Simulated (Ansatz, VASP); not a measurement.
## Pd: VASP beside Ansatz

```
CELL_PARAMETERS angstrom
0.00000 1.78931 2.02270
1.78931 0.00000 2.02270
1.78931 1.78931 0.00000
ATOMIC_POSITIONS crystal
Pd 0.00000 0.00000 0.00000
```

Change from the starting cell: strain -0.080 along x and y, +0.040 along z, atoms carried along.

Alike in both runs: task single point; functional LDA; k mesh 20 × 20 × 20; occupations gaussian, width 0.15 eV; no spin polarisation.

|  | VASP | Ansatz |
| --- | --- | --- |
| version | VASP 6.6.1 | Ansatz 0.2.0 |
| potentials or method | VASP PAW LDA potentials, release 64 (Pd) | scalar-relativistic, plane waves, PAW |
| plane-wave cutoff (eV) | 520 | 420 |
| valence electrons in the cell | 10 | 18 |

Ansatz gave:

| Property | Result |
| --- | --- |
| gap on the k mesh at the Fermi level (eV) | none |
| pressure (GPa) | 27.3 |
| largest component of the traceless stress (GPa) | 11.36 |

Problem. What did VASP give for the same quantities?

Solution. gap on the k mesh at the Fermi level (eV): none; pressure (GPa): 27.6; largest component of the traceless stress (GPa): 11.21.

A gap of «none» marks a metal or a gap that the smearing closes. The two sets of potentials don't hold the same shells in valence.

Caveats: so large a pressure means that the cell lies far from this level's equilibrium, or that cutoff or potentials fall short (VASP).
